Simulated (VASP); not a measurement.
# PbS: restarted molecular dynamics, 2 variants

PbS, P2_1/m (no. 11), 8 atoms in the cell. PBE, molecular dynamics; PAW potentials Pb, S (PBE set).

| Restart from | Temperature at the end (K) | The same without a restart (K) | Potential energy at the end (eV/atom) | The same without a restart (eV/atom) | Electronic steps in the first step after the restart | Time (s) |
|---|---|---|---|---|---|---|
| CONTCAR with velocities, WAVECAR read | 890.0 | 890.0 | -4.17828 | -4.17828 | 4 | 138 |
| CONTCAR with velocities, no WAVECAR | 890.0 | 890.0 | -4.17828 | -4.17828 | 17 | 136 |

Limits: 120 fs of 8 atoms are too short for converged averages; the cell is only 4.0 Å across, so each atom moves in step with near copies of itself.

## Input of the first row

INCAR.step1:
```
SYSTEM = PbS
  GGA = PE
  PREC = Normal
  ENCUT = 260
  EDIFF = 1E-6
  NELMIN = 4
  NELM = 60
  ALGO = Normal
  LREAL = Auto
  LASPH = .True.
  ISMEAR = 0
  SIGMA = 0.05
  ISYM = 0
  LWAVE = .True.
  LCHARG = .False.
  IBRION = 0
  NSW = 30
  POTIM = 2.0
  TEBEG = 1000
  ISIF = 2
  RANDOM_SEED = 642850 0 0
  MDALGO = 4
  NHC_NCHAINS = 3
  NHC_PERIOD = 30
  KPAR = 2
```

INCAR.step2, as INCAR.step1 but for:
```
- LWAVE = .True.
+ LWAVE = .False.
```

KPOINTS:
```
k-points
0
Gamma
  2 3 1
```

POSCAR.step1:
```
PbS
1.0
    5.9456410000      0.0000000000      0.0000000000
    0.0000000000      4.0331420000      0.0000000000
   -0.6621670000      0.0000000000     10.5394460000
Pb S
4 4
Direct
    0.7535600000      0.7500000000      0.1032550000
    0.2464400000      0.2500000000      0.8967450000
    0.3089650000      0.7500000000      0.3672920000
    0.6910350000      0.2500000000      0.6327080000
    0.6174550000      0.2500000000      0.3562200000
    0.3825450000      0.7500000000      0.6437800000
    0.2624240000      0.7500000000      0.0753090000
    0.7375760000      0.2500000000      0.9246910000
```

Commands (each step's output is kept before the next begins):
```
cat potpaw_PBE.64/Pb/POTCAR potpaw_PBE.64/S/POTCAR > POTCAR
cp INCAR.step1 INCAR
cp POSCAR.step1 POSCAR
mpirun -np 2 vasp_std > vasp.out
cp CONTCAR POSCAR
cp INCAR.step2 INCAR
mpirun -np 2 vasp_std > vasp.out
```

Changes of the last row against the first:
```
(step 1)
- LWAVE = True
+ LWAVE = False
```

VASP 6.6.1 took 138 s on 2 cores (AMD EPYC 7R13 (Zen 3)), a shared host.
